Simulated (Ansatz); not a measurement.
# WSe2: the cost of one run

Program: Ansatz 0.2.0. Level of theory: DFT PBEsol, scalar-relativistic, plane waves, PAW. These are calculated values, not measurements.

### Step 1. The system as given

Symmetry: P-6m2, No. 187, hexagonal system. Conventional cell: a = 3.318 Å, b = 3.318 Å, c = 16.658 Å, α = 90.00°, β = 90.00°, γ = 120.00°. W (site symmetry -6m2) is surrounded by 6 Se at 2.54 Å. Se (site symmetry 3m) has 3 W at 2.54 Å in its first shell of neighbours.

Structure file:

```xyz
3
Lattice="3.3179 0.0000 0.0000 -1.6590 2.8734 0.0000 0.0000 0.0000 16.6581" Properties=species:S:1:pos:R:3 pbc="T T T"
W     0.0000    0.0000    0.0000
Se    0.0000    1.9156    1.6623
Se    0.0000    1.9156   14.9959
```

It goes back to an entry of the Materials Project, which need not be the stable form.

No relaxation comes first: the listed cell is the starting point.

### Step 2. Zero of energy

Reference values: F = -21106.7061 eV; pressure -1.09 GPa; largest force 0.130 eV/Å; gap on the mesh 1.52 eV. It was computed beforehand with the settings of the runs below.

### Step 3. Next: shifting one sublattice

Every Se atom is moved by x along the Cartesian unit vector (0.000, -0.755, -0.655); the cell and all other atoms stay fixed. Forces below are components along that vector, summed over the moved atoms.

### Step 4. Point x = -0.500 Å

Input file input.yaml:

```yaml
crystal:
  lattice:
    - [3.3179375931, 0.0, 0.0]
    - [-1.6589687966, 2.8734182438, 0.0]
    - [0.0, 0.0, 16.65814242]
  atoms:
    - { symbol: W, position: [0.0, 0.0, 0.0] }
    - { symbol: Se, position: [0.3990465992, 0.7980931985, 0.1194584144] }
    - { symbol: Se, position: [0.3990465992, 0.7980931985, 0.9198853744] }
basis:
  ecutwfc: 420
kpoints:
  mp_grid: { grid: [12, 12, 2] }
hamiltonian:
  xc: pbesol
scf:
  occupations: { method: gaussian, width: 0.05 }
output:
  forces: true
  stress: true
  eigenvalues: true
```

Run with:

```bash
$ ansatz run input.yaml --threads 1 --pin off --max-ram 2560MiB --backend cpu --events-out ev --progress --plain --runs-dir out
```

Q: Estimate wall time and peak memory on 1 thread of Intel Xeon at 2.50GHz (Skylake/Cascade Lake), shared host.

About 47 s, with a peak of 0.59 GiB.
